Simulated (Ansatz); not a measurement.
This is a one-shot G0W0 calculation with Ansatz on MgS (zincblende); the level of theory is G0W0@r2SCAN with 248 empty bands, a screening cutoff of 180 eV and a 6×6×6 mesh, norm-conserving potentials. Cell and atoms come from a relaxation with r2SCAN.

```yaml
crystal:
  lattice:
    - [0.0, 2.8308768412, 2.8308768412]
    - [2.8308768412, 0.0, 2.8308768412]
    - [2.8308768412, 2.8308768412, 0.0]
  atoms:
    - { symbol: Mg, position: [0.0, 0.0, 0.0] }
    - { symbol: S, position: [0.25, 0.25, 0.25] }
kpoints:
  mp_grid: { grid: [6, 6, 6] }
hamiltonian:
  xc: r2scan
  pseudopotentials: { kind: nc }
scf:
  occupations: { method: fixed }
gw:
  n_empty_bands: 248
  ecut_chi: 180
  qp_bands: [v2, c2]
  qp_kpoints: band_edges
  screening: { model: contour_deformation }
```

In the abridged output below, numbers in square brackets stand for lines, or ends of lines, that were taken out.
```
Functional definition: r2SCAN
Crystal: 2 atoms, lattice volume = 45.373 Å³
Basis set: ecut = 1142.878222 eV, 3943 PW (Γ)
Bands: 12, of which v1, the nominal top of the filled ones, is band 8 counted from 1 (7 counted from 0)
Symmetry: 24 space group operations
Space group: F-43m (ITA 216)
k-points: 16 of 216 (time reversal used)
preconditioner: auto → none  [insulator: Δε(μ)=4.110 eV  ℏωp=15.6 eV]
SCF 1 converged in 6 iterations: F = -1971.215603 eV  dr2 = 2.39e-8
Free energy (F): -1971.215603 eV
Fermi energy:    2.814500 eV
--- Band table (eV; the first three rows and the last of 16) ---
  k-point 0: bands = […, -38.9993, -38.9993, -8.9277, 2.8145, 2.8145, 2.8145, 6.9545, 11.4070, 11.4070, 11.4070]
  k-point 1: bands = […, -38.9994, -38.9994, -8.7719, 1.7726, 2.7244, 2.7244, 7.9383, 11.1747, 11.6640, 11.6640]
  k-point 2: bands = […, -38.9997, -38.9997, -8.4249, 0.2955, 2.5599, 2.5599, 8.6425, 11.3328, 11.3328, 11.6658]
  k-point 15: bands = […, -39.0007, -39.0003, -7.9953, 0.3170, 1.2440, 1.5504, 8.2494, 10.3132, 12.9247, 12.9793]
--- G₀W₀: contour deformation, 6 samples at zero and on the imaginary axis and 2 off it, 216 q-points, 248 empty bands' worth ---
    ik  band        ε_KS         Σx   Σc(E_QP)       V_xc       Z   E_QP_lin       E_QP  E_QP is
     0     7      2.8145   -18.1134     1.8003   -15.1688  0.7854     1.6551     1.6701  root
     0     8      2.8145   -18.1134     1.8003   -15.1688  0.7854     1.6551     1.6701  root
     0     9      6.9545    -6.2102    -3.4611    -9.8076  0.8285     7.0909     7.0908  root
     0    10     11.4070  [1]
     1     7      2.7244   -18.0815     1.8292   -15.0997  0.7848     1.5564     1.5720  root
     1     8      2.7244  [2]
     1     9      7.9383  [3]
     1    10     11.1747    -5.4257    -4.0183    -9.9720  0.8108    11.7060    11.7026  root
     2     7      2.5599   -18.0457     1.8853   -14.9929  0.7836     1.3760     1.3925  root
     2     8      2.5599  [4]
     2     9      8.6425    -5.7927    -3.6574    -9.7595  0.8244     8.9528     8.9519  root
     2    10     11.3328    -4.5812    -3.9912    -9.1329  0.8126    11.8972    11.8932  root
     3     7      2.4843   -18.0371     1.9114   -14.9515  0.7830     1.2933     1.3101  root
     3     8      2.4843  [5]
     3     9      8.6199    -5.5539    -3.6294    -9.5188  0.8272     8.9564     8.9554  root
     3    10     11.0234    -4.4509    -3.9196    -8.9220  0.8156    11.5785    11.5748  root
     4     7      2.5114   -17.9086     1.8875   -14.8505  0.7837     1.3243     1.3409  root
     4     8      2.5114   -17.9086     1.8875   -14.8505  0.7837     1.3243     1.3409  root
     4     9      8.2425    -6.7190    -3.5950   -10.5358  0.8188     8.4648     8.4644  root
     4    10     10.5617    -5.1795    -3.8984    -9.6170  0.8183    11.1038    11.1007  root
     7     7      1.7613   -17.3738     2.0824   -14.0635  0.7789     0.5128     0.5335  root
     7     8      2.4700   -18.0057     1.9110   -14.9202  0.7830     1.2786     1.2955  root
     7     9      9.5479    -5.7643    -3.7936    -9.9373  0.8198     9.9288     9.9274  root
     7    10     10.1580    -4.5119    -3.8337    -8.7191  0.8132    10.5332    10.5315  root
     8     7      2.1273   -17.5894     1.9850   -14.4040  0.7815     0.9083     0.9270  root
     8     8      2.6995   -18.1275     1.8418   -15.1308  0.7844     1.5290     1.5447  root
     8     9      9.0149  [6]
     8    10     10.8555    -5.4355    -3.9961    -9.9316  0.8119    11.3584    11.3555  root
     9     7      1.9936  [7]
     9     8      1.9936   -17.6741     2.0503   -14.4100  0.7801     0.7603     0.7799  root
     9     9      7.9413    -4.3752    -3.4371    -8.1254  0.8280     8.2553     8.2544  root
     9    10      9.5214    -4.9945    -3.6900    -9.1574  0.8261     9.9965     9.9944  root
    10     7      1.4331   -17.1589     2.1849   -13.7244  0.7765     0.1610     0.1836  root
    10     8      1.9249   -17.6702     2.0725   -14.3784  0.7795     0.6859     0.7057  root
    10     9      7.8765  [8]
    10    10      9.8466    -5.3061    -3.7506    -9.5311  0.8218    10.3233    10.3211  root
  […]
```

The points are ik 0 = (0, 0, 0) (Γ), ik 1 = (0, 0, 1/6), ik 2 = (0, 0, 1/3), ik 3 = (0, 0, -1/2), ik 4 = (0, 1/6, 1/6), ik 7 = (0, 1/6, -1/3), ik 8 = (0, 1/6, -1/6), ik 9 = (0, 1/3, 1/3), ik 10 = (0, 1/3, -1/2), ik 12 = (0, -1/2, -1/2); band 8 is the last filled one.

Problem. What stood in the gaps? They hold quasiparticle rows.

Solution.
```
[1]
     0    10     11.4070    -5.2084    -4.0231    -9.8390  0.8125    12.0189    12.0144  root
[2]
     1     8      2.7244   -18.0815     1.8292   -15.0997  0.7848     1.5564     1.5720  root
[3]
     1     9      7.9383    -6.6308    -3.5680   -10.4025  0.8218     8.1423     8.1419  root
[4]
     2     8      2.5599   -18.0457     1.8853   -14.9929  0.7836     1.3760     1.3925  root
[5]
     3     8      2.4843   -18.0371     1.9114   -14.9515  0.7830     1.2933     1.3101  root
[6]
     8     9      9.0149    -6.5984    -3.7643   -10.6295  0.8148     9.2825     9.2818  root
[7]
     9     7      1.9936   -17.6741     2.0503   -14.4100  0.7801     0.7603     0.7799  root
[8]
    10     9      7.8765    -4.2168    -3.4123    -7.9541  0.8290     8.2025     8.2015  root
```
The trailing digits, and the zero of the energies, depend on the potentials and thresholds.

Over the mesh points the r2SCAN gap of 4.14 eV becomes a quasiparticle gap of 5.42 eV (direct at Γ), a change of +1.28 eV. Renormalisation factors Z lie between 0.78 and 0.83. G0W0 values are finite-basis, finite-mesh values.

It took 17 s on 1 × NVIDIA H100 80GB HBM3 with 2 threads of AMD EPYC 7R13 Processor (Zen 3), on a shared host, load about 1.6 per core; peak host memory 1.7 GiB.

These are computed values for a spin-unpolarised cell that may be hypothetical; none is a measurement.
